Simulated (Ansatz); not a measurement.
# armchair graphene nanoribbon (N = 5, H/H2 edges): bands by functional and under strain, part 3 of 3

Aim: is the armchair graphene nanoribbon (N = 5, H/H2 edges) a metal or a semiconductor?

Ansatz 0.2.0; DFT PBE, plane waves, PAW; relaxation of a wire's period (the session's first sound run).

So far, band gap (eV): step 3 (the wire at its relaxed period, PBE) 2.32; step 4 (another level of theory, level LDA, cutoff 420 eV, LDA PBE) 2.30; step 5 (levels at the same atoms, level PBEsol, cutoff 420 eV, PBEsol PBE) 2.31; step 6 (another level of theory, level r2SCAN, cutoff 500 eV, r2SCAN PBE) 2.48; step 7 (levels at the same atoms, level HSE06, cutoff 420 eV, HSE06 PBE) 2.96.

## (9) Strain along the wire, period over the relaxed period 1.03, k-mesh 1×1×14

This step: DFT PBE, plane waves, PAW; relaxation at a fixed period (Ansatz 0.2.0).

The period is set to 1.03 times the relaxed one and the atoms relax within it: strain changes bond lengths and angles, which shifts the bands against each other. Against the first PBE run of this kind, the mesh along the wire has 14 points against 19.

The cell differs from the one that the last finished run ended in (c 4.320 → 4.449 Å).

input.yaml reads:

```yaml
crystal:
  lattice:
    - [13.417, 0.0, 0.0]
    - [0.0, 8.76, 0.0]
    - [0.0, 0.0, 4.4493910205]
  atoms:
    - { symbol: C, position: [0.328939637, 0.5, 0.008166211], spin: 0.5 }
    - { symbol: C, position: [0.510587604, 0.5, 0.998780889] }
    - { symbol: C, position: [0.700666424, 0.5, 0.989444107], spin: -0.5 }
    - { symbol: C, position: [0.328939637, 0.5, 0.325167122], spin: 0.5 }
    - { symbol: C, position: [0.510587604, 0.5, 0.334552444] }
    - { symbol: C, position: [0.700666424, 0.5, 0.343889226], spin: -0.5 }
    - { symbol: H, position: [0.743688078, 0.59911825, 0.426697765] }
    - { symbol: H, position: [0.743688078, 0.40088175, 0.426697765] }
    - { symbol: H, position: [0.257469938, 0.5, 0.444177023] }
    - { symbol: C, position: [0.418926535, 0.5, 0.499542716] }
    - { symbol: C, position: [0.601414427, 0.5, 0.505738833] }
    - { symbol: C, position: [0.418926535, 0.5, 0.833790617] }
    - { symbol: C, position: [0.601414427, 0.5, 0.8275945] }
    - { symbol: H, position: [0.257469938, 0.5, 0.88915631] }
    - { symbol: H, position: [0.743688078, 0.59911825, 0.906635568] }
    - { symbol: H, position: [0.743688078, 0.40088175, 0.906635568] }
magnetization:
  spin_polarized: true
kpoints:
  mp_grid: { grid: [1, 1, 14] }
  band_path: { path: ["Γ", Z], npoints: 50 }
scf:
  occupations: { method: fermi_dirac, width: 0.05 }
hamiltonian:
  xc: pbe
relax:
  max_steps: 40
  f_tol: 0.02
output:
  stress: true
```

Command:

```console
ansatz run input.yaml --threads 8 --pin off --max-ram 16384MiB --backend cpu --events-out ev --progress --plain --runs-dir out
```

Numbers of over 12 decimals in the logs are rounded to 6 here.

Log:

```text
Warning: output.stress: scf.convergence.dr2_threshold = 1e-7 eV (the SCF's general default) is looser than the 1.6e-9 eV advised for a printed stress (1e-10 eV for each atom of the cell: 16). What an SCF threshold leaves in a stress goes as its square root, and in the free energy as the threshold itself, and one threshold admits the most on a small cell: [figures from the program's tests cut] Every solve of this run  [...]
[...]
Crystal: 16 atoms, lattice volume = 522.950 Å³
Basis set: ecut = 420 eV, 10243 PW (Γ), exchange–correlation on 180×120×60 points (8 copies of the dense FFT grid, shifted against one another)
Bands: 40, of which v1, the nominal top of the filled ones, is band 23 counted from 1 (22 counted from 0)
Symmetry: 4 space group operations
[...]
k-points: 8 of 14
[...]
Starting moments: Σ|m| = 2 μB on 4 of 16 sites
[...]
SCF iter   1: F=—  HF=-2612.446838 eV  |F-HF|=—  |Δ(HF+E_count)|=         —  Δρ=3.19e-2 (↑3.19e-2 ↓3.16e-2)  dr2=2.14e1  dr2_m=3.06e-1  M=0.000 μB ∫|m|=0.337 μB  β_m=0.30  ethr=3.10e-3  ⟨swp⟩=6.2  Hψ=3123  notcnv=0  defer=83
[...]
SCF iter  14: F=-2604.598124 eV  HF=-2604.598124 eV  |F-HF|=1.23e-9  |Δ(HF+E_count)|=   5.80e-9  Δρ=6.79e-7 (↑6.12e-7 ↓6.79e-7)  dr2=1.10e-9  dr2_m=1.83e-9  M=-0.000 μB ∫|m|=0.000 μB  ethr=2.54e-11  ⟨swp⟩=2.0  Hψ=1043  notcnv=0
[...]
SCF 1 converged in 14 iterations: F = -2604.598124 eV  dr2 = 1.10e-9
[...]
relax step   1: F+E_penalty+E_count = -2604.59812359 eV  Δ(F+E_penalty+E_count) = +0.000e0 eV  max|allowed force component| = 8.870e-1 eV/Å  Δτ_max = 0.0000 Å  (14 SCF iters, dr2 threshold 1.00e-5 eV, accepted)
[...]
SCF iter   7: F=-2604.644322 eV  HF=-2604.644322 eV  |F-HF|=3.25e-8  |Δ(HF+E_count)|=   2.24e-7  Δρ=2.79e-6 (↑2.79e-6 ↓2.76e-6)  dr2=9.00e-8  dr2_m=1.16e-8  M=-0.000 μB ∫|m|=0.000 μB  ethr=2.63e-9  ⟨swp⟩=1.2  Hψ=1489  notcnv=0
[...]
SCF 2 converged in 7 iterations: F = -2604.644322 eV  dr2 = 9.00e-8
[...]
relax step   2: F+E_penalty+E_count = -2604.64432169 eV  Δ(F+E_penalty+E_count) = -4.620e-2 eV  max|allowed force component| = 3.072e-1 eV/Å  Δτ_max = 0.0350 Å  (7 SCF iters, dr2 threshold 4.92e-5 eV, accepted)
SCF iter   1: F=—  HF=-2604.649468 eV  |F-HF|=—  |Δ(HF+E_count)|=         —  Δρ=4.97e-4 (↑4.75e-4 ↓4.97e-4)  dr2=3.52e-3  dr2_m=2.15e-5  M=-0.000 μB ∫|m|=0.002 μB  β_m=0.30  ethr=5.51e-5  ⟨swp⟩=3.7  Hψ=1489  notcnv=0  defer=170
[...]
SCF iter   7: F=-2604.648524 eV  HF=-2604.648524 eV  |F-HF|=1.45e-10  |Δ(HF+E_count)|=   3.61e-8  Δρ=8.61e-7 (↑8.61e-7 ↓7.88e-7)  dr2=8.73e-9  dr2_m=1.19e-9  M=-0.000 μB ∫|m|=0.000 μB  ethr=2.65e-10  ⟨swp⟩=1.0  Hψ=1468  notcnv=0
[...]
SCF 3 converged in 7 iterations: F = -2604.648524 eV  dr2 = 8.73e-9
[...]
relax step   3: F+E_penalty+E_count = -2604.64852434 eV  Δ(F+E_penalty+E_count) = -4.203e-3 eV  max|allowed force component| = 6.289e-2 eV/Å  Δτ_max = 0.0137 Å  (7 SCF iters, dr2 threshold 5.90e-6 eV, accepted)
SCF iter   1: F=—  HF=-2604.648755 eV  |F-HF|=—  |Δ(HF+E_count)|=         —  Δρ=7.47e-5 (↑7.47e-5 ↓6.97e-5)  dr2=7.98e-5  dr2_m=4.56e-7  M=0.000 μB ∫|m|=0.000 μB  β_m=0.30  ethr=1.29e-6  ⟨swp⟩=3.2  Hψ=1250  notcnv=0  defer=170
[...]
SCF iter   7: F=-2604.648680 eV  HF=-2604.648680 eV  |F-HF|=4.73e-11  |Δ(HF+E_count)|=  6.05e-10  Δρ=1.01e-7 (↑1.01e-7 ↓9.92e-8)  dr2=1.38e-10  dr2_m=2.00e-11  M=0.000 μB ∫|m|=0.000 μB  ethr=4.13e-12  ⟨swp⟩=1.0  Hψ=1480  notcnv=0
[...]
SCF 4 converged in 7 iterations: F = -2604.648680 eV  dr2 = 1.38e-10
[...]
relax step   4: F+E_penalty+E_count = -2604.64868047 eV  Δ(F+E_penalty+E_count) = -1.561e-4 eV  max|allowed force component| = 1.496e-2 eV/Å  Δτ_max = 0.0014 Å  (7 SCF iters, accepted)
[...]
the band table was solved once a step of the walk had ended and its energy, with any forces and stress, was formed, with the checks that follow a solve (4918 applications of the Hamiltonian). They found nothing against the state; the energy, forces and stress were not computed again (output.eigenvalues in the input reference)
[...]
SCF converged after 7 iterations
Magnetization: 0.0000 μB (23.0000 up, 23.0000 down)
Absolute magnetization: 0.0000 μB (∫|ρ↑−ρ↓|, with the PAW one-centre terms)
[...]
Per-site moments (μB) at R_I (Å): [(3.138143750356223e-8, 0.449621), (-9.78153723166068e-9, 0.590727), (2.6012654199894523e-8, 0.454742), (3.1381437510055704e-8, 0.449621), (-9.781537241935955e-9, 0.590727), (2.6012654212344342e-8, 0.454742), (3.2077843550272733e-9, 0.454742), (3.2077843550272216e-9, 0.454742), (-3.207476667790933e-8, 0.449621), (1.4009281521558721e-8, 0.590487), (-9.288108838500566e-8, 0.583796), (1.4009281581064117e-8, 0.590487), (-9.288108840016864e-8, 0.583796), (-3.2074766660902347e-8, 0.449621), (3.2077843669604654e-9, 0.454742), (3.207784366960413e-9, 0.454742)]
Free energy (F): -2604.648680 eV
[...]
Internal energy: -2604.648680 eV  (E = F + TS)
E sigma→0 (E₀):  -2604.648680 eV
Fermi energy:    -1.537423 eV
[...]
--- Forces (eV/Å), atoms counted from 1 ---
  atom   1  C     -0.00026907     0.00000000    -0.00597796
  atom   2  C     -0.00235324     0.00000000     0.00910725
  atom   3  C      0.00715175     0.00000000     0.01120442
  atom   4  C     -0.00026907     0.00000000     0.00597796
  atom   5  C     -0.00235324     0.00000000    -0.00910725
  atom   6  C      0.00715175     0.00000000    -0.01120442
  atom   7  H     -0.00157259     0.00064023     0.00312220
  atom   8  H     -0.00157259    -0.00064023     0.00312220
  atom   9  H     -0.00361741    -0.00000000    -0.00035047
  atom  10  C      0.00493896     0.00000000     0.01496213
  atom  11  C     -0.00270313     0.00000000     0.00239086
  atom  12  C      0.00493896     0.00000000    -0.01496213
  atom  13  C     -0.00270313     0.00000000    -0.00239086
  atom  14  H     -0.00361741    -0.00000000     0.00035047
  atom  15  H     -0.00157259     0.00064023    -0.00312220
  atom  16  H     -0.00157259    -0.00064023    -0.00312220
  max |Σ_I F_I| component: 5.36e-6 eV/Å
--- Stress (GPa, compression-positive) ---
        0.004581       0.000000       0.000000
        0.000000       0.004407       0.000000
        0.000000       0.000000      -4.038150
  P = ⅓ Tr σ = -1.3431 GPa (-13.431 kbar)
--- Band table (eV; the first three rows and the last of 16) ---
  k-point 0 ↑: bands = [... 19 lower, -5.5584, -4.8571, -3.1914, -2.6169, -0.4328, -0.4279, 0.7353, 1.5023, ... 13 higher]
  k-point 1 ↑: bands = [... 19 lower, -5.5297, -4.9148, -3.3763, -2.6607, -0.4003, -0.2169, 0.7714, 1.5395, ... 13 higher]
  k-point 2 ↑: bands = [... 19 lower, -5.4254, -5.0795, -3.8105, -2.7933, -0.3029, 0.2978, 0.8796, 1.6503, ... 13 higher]
  k-point 7 ↓: bands = [... 19 lower, -6.4820, -6.1549, -4.5315, -3.9618, 0.9874, 1.0651, 2.4141, 2.5284, ... 13 higher]
--- Relaxed structure (4 steps of the walk, 4 accepted, 0 SCFs on fresh bases) ---
  F+E_penalty+E_count = -2604.64868047 eV   max|allowed force component| = 1.496e-2 eV/Å
  atoms:
    - { symbol: C, position: [0.330427, 0.5, 0.011161] }
    - { symbol: C, position: [0.510788, 0.5, 0.998739] }
    - { symbol: C, position: [0.699486, 0.5, 0.991775] }
    - { symbol: C, position: [0.330427, 0.5, 0.322173] }
    - { symbol: C, position: [0.510788, 0.5, 0.334595] }
    - { symbol: C, position: [0.699486, 0.5, 0.341559] }
    - { symbol: H, position: [0.743110, 0.599141, 0.418916] }
    - { symbol: H, position: [0.743110, 0.400859, 0.418916] }
    - { symbol: H, position: [0.258198, 0.5, 0.434311] }
    - { symbol: C, position: [0.419280, 0.5, 0.500270] }
    - { symbol: C, position: [0.600981, 0.5, 0.507627] }
    - { symbol: C, position: [0.419280, 0.5, 0.833063] }
    - { symbol: C, position: [0.600981, 0.5, 0.825707] }
    - { symbol: H, position: [0.258198, 0.5, 0.899022] }
    - { symbol: H, position: [0.743110, 0.599141, 0.914417] }
    - { symbol: H, position: [0.743110, 0.400859, 0.914417] }
```

Run time: 37 s. Hardware: 8 threads of Arm Neoverse V1, shared host; peak memory 1.8 GiB.

Step by step:

```tsv
step	energy less that of the first step (eV)	largest force component (eV/Å)
1	0.0000	0.8870
2	-0.0462	0.3072
3	-0.0504	0.0629
4	-0.0506	0.0150
```

The run keeps the 4 symmetry operations that it works with, so distortions that break them were not tested.

The atoms that moved most (Å):

```tsv
atom	dx	dy	dz	length
H9	0.010	0.000	-0.044	0.045
H14	0.010	0.000	0.044	0.045
H7	-0.008	0.000	-0.035	0.035
H8	-0.008	0.000	-0.035	0.035
H15	-0.008	0.000	0.035	0.035
H16	-0.008	0.000	0.035	0.035
C1	0.020	0.000	0.013	0.024
C4	0.020	0.000	-0.013	0.024
```

Final coordinates:

```xyz
16
Lattice="13.4170 0.0000 0.0000 0.0000 8.7600 0.0000 0.0000 0.0000 4.4494" Properties=species:S:1:pos:R:3
C     4.4333    4.3800    0.0497
C     6.8532    4.3800    4.4438
C     9.3850    4.3800    4.4128
C     4.4333    4.3800    1.4335
C     6.8532    4.3800    1.4887
C     9.3850    4.3800    1.5197
H     9.9703    5.2485    1.8639
H     9.9703    3.5115    1.8639
H     3.4642    4.3800    1.9324
C     5.6255    4.3800    2.2259
C     8.0634    4.3800    2.2586
C     5.6255    4.3800    3.7066
C     8.0634    4.3800    3.6739
H     3.4642    4.3800    4.0001
H     9.9703    5.2485    4.0686
H     9.9703    3.5115    4.0686
```

This step gave:

| Property | Result |
| --- | --- |
| band gap | 2.184 eV |

Electronic bands along the path, in eV, zero at the Fermi level:

```tsv
point	up 22	up 23	up 24	up 25	down 22	down 23	down 24	down 25
Γ	-1.65	-1.08	1.10	1.11	-1.65	-1.08	1.10	1.11
halfway	-3.07	-1.59	1.50	2.71	-3.07	-1.59	1.50	2.71
Z	-2.99	-2.42	2.52	2.60	-2.99	-2.42	2.52	2.60
```

The gap is 2.18 eV, against 2.32 eV under PBE at the relaxed period, with no moment.

## (10) At a strained period, period over the relaxed period 1.1, k-mesh 1×1×13

The period is set to 1.1 times the relaxed one and the atoms relax within it: strain changes bond lengths and angles, which shifts the bands against each other. Against the first PBE run of this kind, the mesh along the wire has 13 points against 19.

The cell differs from the one that the last finished run ended in (c 4.449 → 4.752 Å).

input.yaml: that of step 9 with these lines changed.

```diff
@@ -4,3 +4,3 @@
     - [0.0, 8.76, 0.0]
-    - [0.0, 0.0, 4.4493910205]
+    - [0.0, 0.0, 4.751776818]
   atoms:
@@ -25,3 +25,3 @@
 kpoints:
-  mp_grid: { grid: [1, 1, 14] }
+  mp_grid: { grid: [1, 1, 13] }
   band_path: { path: ["Γ", Z], npoints: 50 }
```

Log:

```text
[...]
Crystal: 16 atoms, lattice volume = 558.490 Å³
Basis set: ecut = 420 eV, 10899 PW (Γ), exchange–correlation on 180×120×64 points (8 copies of the dense FFT grid, shifted against one another)
Bands: 40, of which v1, the nominal top of the filled ones, is band 23 counted from 1 (22 counted from 0)
[...]
- { symbol: H, position: [0.259336, 0.5, 0.411432] }
    - { symbol: C, position: [0.419560, 0.5, 0.500236] }
    - { symbol: C, position: [0.600535, 0.5, 0.510771] }
    - { symbol: C, position: [0.419560, 0.5, 0.833098] }
    - { symbol: C, position: [0.600535, 0.5, 0.822562] }
    - { symbol: H, position: [0.259336, 0.5, 0.921901] }
    - { symbol: H, position: [0.742038, 0.599297, 0.931703] }
    - { symbol: H, position: [0.742038, 0.400703, 0.931703] }
[key lines of the parts left out:]
SCF converged after 4 iterations
Magnetization: -0.0000 μB (23.0000 up, 23.0000 down)
Free energy (F): -2602.918493 eV
Fermi energy:    -1.820416 eV
P = ⅓ Tr σ = -3.6511 GPa (-36.511 kbar)
```

It took 50 s on 8 threads; peak memory 1.9 GiB; 6.5 min of CPU time.

Relaxation path:

```tsv
step	energy less that of the first step (eV)	largest force component (eV/Å)
1	0.0000	1.7382
2	-0.4050	0.7463
3	-0.4499	0.2747
4	-0.4543	0.1353
5	-0.4548	0.0826
6	-0.4552	0.0740
7	-0.4553	0.0025
8	-0.4553	0.0024
```

Forces are held to the 4 operations that the run works with; a distortion that breaks them can't arise in this run.

The atoms that moved most (Å):

```tsv
atom	dx	dy	dz	length
H14	0.025	0.000	0.156	0.158
H9	0.025	0.000	-0.156	0.158
H15	-0.022	0.002	0.119	0.121
H16	-0.022	-0.002	0.119	0.121
H7	-0.022	0.002	-0.119	0.121
H8	-0.022	-0.002	-0.119	0.121
C4	0.059	0.000	-0.046	0.075
C1	0.059	0.000	0.046	0.075
```

The relaxed structure:

```cif
data_structure
_symmetry_space_group_name_H-M 'P 1'
_symmetry_Int_Tables_number 1
_cell_length_a 13.4170
_cell_length_b 8.7600
_cell_length_c 4.7518
_cell_angle_alpha 90.000
_cell_angle_beta 90.000
_cell_angle_gamma 90.000
_cell_volume 558.49
loop_
_atom_site_label
_atom_site_type_symbol
_atom_site_fract_x
_atom_site_fract_y
_atom_site_fract_z
_atom_site_occupancy
C1 C 0.33331 0.50000 0.01793 1
C2 C 0.51133 0.50000 0.99401 1
C3 C 0.69723 0.50000 0.99695 1
C4 C 0.33331 0.50000 0.31540 1
C5 C 0.51133 0.50000 0.33932 1
C6 C 0.69723 0.50000 0.33638 1
H7 H 0.74204 0.59930 0.40163 1
H8 H 0.74204 0.40070 0.40163 1
H9 H 0.25934 0.50000 0.41143 1
C10 C 0.41956 0.50000 0.50024 1
C11 C 0.60054 0.50000 0.51077 1
C12 C 0.41956 0.50000 0.83310 1
C13 C 0.60054 0.50000 0.82256 1
H14 H 0.25934 0.50000 0.92190 1
H15 H 0.74204 0.59930 0.93170 1
H16 H 0.74204 0.40070 0.93170 1
```

Numbers from this step:

- band gap: 1.57 eV

The gap is 1.57 eV, against 2.32 eV under PBE at the relaxed period, with no moment.

## (11) A varied input

This step: DFT LDA, plane waves, PAW; bands of a perfect wire at the PBE geometry; changed: scf.initial_density.chi_scale = 0.0, scf.mixing.algorithm = "anderson", scf.mixing.beta = 0.9, scf.mixing.ndim = 4 (Ansatz 0.2.0).

The atoms of the band run (LDA) are kept and the input is varied, to see whether the result depends on it.

input.yaml reads:

```yaml
crystal:
  lattice:
    - [13.417, 0.0, 0.0]
    - [0.0, 8.76, 0.0]
    - [0.0, 0.0, 4.3197971072]
  atoms:
    - { symbol: C, position: [0.328939637, 0.5, 0.008166211] }
    - { symbol: C, position: [0.510587604, 0.5, 0.998780889] }
    - { symbol: C, position: [0.700666424, 0.5, 0.989444107] }
    - { symbol: C, position: [0.328939637, 0.5, 0.325167122] }
    - { symbol: C, position: [0.510587604, 0.5, 0.334552444] }
    - { symbol: C, position: [0.700666424, 0.5, 0.343889226] }
    - { symbol: H, position: [0.743688078, 0.59911825, 0.426697765] }
    - { symbol: H, position: [0.743688078, 0.40088175, 0.426697765] }
    - { symbol: H, position: [0.257469938, 0.5, 0.444177023] }
    - { symbol: C, position: [0.418926535, 0.5, 0.499542716] }
    - { symbol: C, position: [0.601414427, 0.5, 0.505738833] }
    - { symbol: C, position: [0.418926535, 0.5, 0.833790617] }
    - { symbol: C, position: [0.601414427, 0.5, 0.8275945] }
    - { symbol: H, position: [0.257469938, 0.5, 0.88915631] }
    - { symbol: H, position: [0.743688078, 0.59911825, 0.906635568] }
    - { symbol: H, position: [0.743688078, 0.40088175, 0.906635568] }
kpoints:
  mp_grid: { grid: [1, 1, 14] }
  band_path: { path: ["Γ", Z], npoints: 50 }
scf:
  occupations: { method: fermi_dirac, width: 0.05 }
  initial_density: { chi_scale: 0.0 }
  mixing: { algorithm: anderson, beta: 0.9, ndim: 4 }
hamiltonian:
  xc: lda
```

Log:

```text
[...]
Crystal: 16 atoms, lattice volume = 507.718 Å³
Basis set: ecut = 420 eV, 9987 PW (Γ)
Bands: 39, of which v1, the nominal top of the filled ones, is band 23 counted from 1 (22 counted from 0)
Symmetry: 4 space group operations
[...]
k-points: 8 of 14
[...]
SCF iter   1: F=—  HF=-2532.639988 eV  |F-HF|=—  |Δ(HF+E_count)|=         —  Δρ=6.60e-2  dr2=2.44e1  ethr=3.10e-3  ⟨swp⟩=7.0  Hψ=1625  notcnv=0  defer=22
[...]
SCF iter  11: F=-2522.891486 eV  HF=-2522.891486 eV  |F-HF|=2.96e-8  |Δ(HF+E_count)|=   1.70e-8  Δρ=1.94e-6  dr2=3.55e-8  ethr=2.17e-10  ⟨swp⟩=3.0  Hψ=629  notcnv=0
SCF 1 converged in 11 iterations: F = -2522.891486 eV  dr2 = 3.55e-8
[...]
SCF converged after 11 iterations
[...]
Free energy (F): -2522.891486 eV
[...]
Internal energy: -2522.891486 eV  (E = F + TS)
E sigma→0 (E₀):  -2522.891486 eV
Fermi energy:    -1.677625 eV
[...]
--- Band table (eV; the first three rows and the last of 8) ---
  k-point 0: bands = [... 19 lower, -5.5570, -4.9693, -3.0900, -2.8437, -0.5465, -0.3683, 0.6948, 1.4841, ... 12 higher]
  k-point 1: bands = [... 19 lower, -5.5791, -5.0360, -3.3104, -2.8740, -0.3568, -0.3039, 0.7332, 1.5247, ... 12 higher]
  k-point 2: bands = [... 19 lower, -5.6757, -5.2252, -3.8037, -2.9816, -0.3070, 0.2597, 0.8485, 1.6453, ... 12 higher]
  k-point 7: bands = [... 19 lower, -6.6847, -6.3569, -4.7407, -4.1350, 0.8784, 0.8871, 2.4639, 2.6179, ... 12 higher]
```

The job ended after 12 s (8 threads; peak memory 1.4 GiB; 90 s of CPU time).

This step gave:

* band gap: 2.297 eV

It took 12 s against 11 s for the run it varies.

The band gap stays within 0.2 % plus 0.001 of the run it varies.

## (12) A varied input: scf.lower_state_search = "light"

This step: DFT LDA, plane waves, PAW; bands of a perfect wire at the PBE geometry; changed: scf.lower_state_search = "light" (Ansatz 0.2.0).

The atoms of the band run (LDA) are kept and the input is varied, to see whether the result depends on it.

input.yaml: that of step 11 with these lines changed.

```diff
@@ -27,4 +27,3 @@
   occupations: { method: fermi_dirac, width: 0.05 }
-  initial_density: { chi_scale: 0.0 }
-  mixing: { algorithm: anderson, beta: 0.9, ndim: 4 }
+  lower_state_search: light
 hamiltonian:
```

Log:

```text
[...]
Crystal: 16 atoms, lattice volume = 507.718 Å³
Basis set: ecut = 420 eV, 9987 PW (Γ)
Bands: 39, of which v1, the nominal top of the filled ones, is band 23 counted from 1 (22 counted from 0)
Symmetry: 4 space group operations
[...]
k-points: 8 of 14
[...]
--- Band table (eV; the first three rows and the last of 8) ---
  k-point 0: bands = [... 19 lower, -5.5572, -4.9694, -3.0901, -2.8438, -0.5466, -0.3684, 0.6956, 1.4849, ... 12 higher]
  k-point 1: bands = [... 19 lower, -5.5792, -5.0361, -3.3105, -2.8741, -0.3569, -0.3040, 0.7340, 1.5254, ... 12 higher]
  k-point 2: bands = [... 19 lower, -5.6758, -5.2253, -3.8038, -2.9817, -0.3071, 0.2596, 0.8492, 1.6460, ... 12 higher]
  k-point 7: bands = [... 19 lower, -6.6848, -6.3570, -4.7408, -4.1351, 0.8782, 0.8871, 2.4644, 2.6186, ... 12 higher]
[key lines of the parts left out:]
SCF converged after 8 iterations
Free energy (F): -2522.891486 eV
Fermi energy:    -1.677717 eV
```

Elapsed: 11 s, on 8 threads; peak memory 1.4 GiB; 84 s of CPU time.

It took 11 s against 11 s for the run it varies.

The band gap stays within 0.2 % plus 0.001 of the run it varies.

Against step 4 (now other search for a lower state), the free energy stays within 0.05 meV an atom.

## (13) What came out

```yaml
cell_length_pbe: 4.320 Å
conductance_pbe: 7.2e-20 G₀
gap_pbe: 2.32 eV
gap_lda: 2.30 eV
gap_pbesol: 2.31 eV
gap_r2scan: 2.48 eV
gap_hse06: 2.96 eV
gap_period_scaled_by_1p03: 2.18 eV
gap_period_scaled_by_1p1: 1.57 eV
```

**Reading.** Under PBE the cell's length is 4.32 Å, no moment survives, and a gap of 2.32 eV makes it a semiconductor. At the relaxed period the wire is gapped under every functional, from 2.30 eV (LDA) to 2.96 eV (HSE06). Weak screening in one dimension makes quasiparticle gaps larger than the semilocal gaps, as a rule. Strain matters: under PBE the gap goes from 2.32 eV to 2.18 eV at 1.03 times the period and 1.57 eV at 1.1 times the period. Transport is coherent and elastic here: the atoms are frozen, so scattering by vibrations plays no part. A hybrid's gap is read on a coarse mesh, without a band path.

[Logs are printed without paths, hosts, clocks, repeated set-up lines and the standing remarks that a program may print on its own settings, such as how far it seeks lower states.]

[Hosts, paths, dates, database ids (printed as entryN), source tags and the programs' standing remarks are cut or masked in the printed files.]
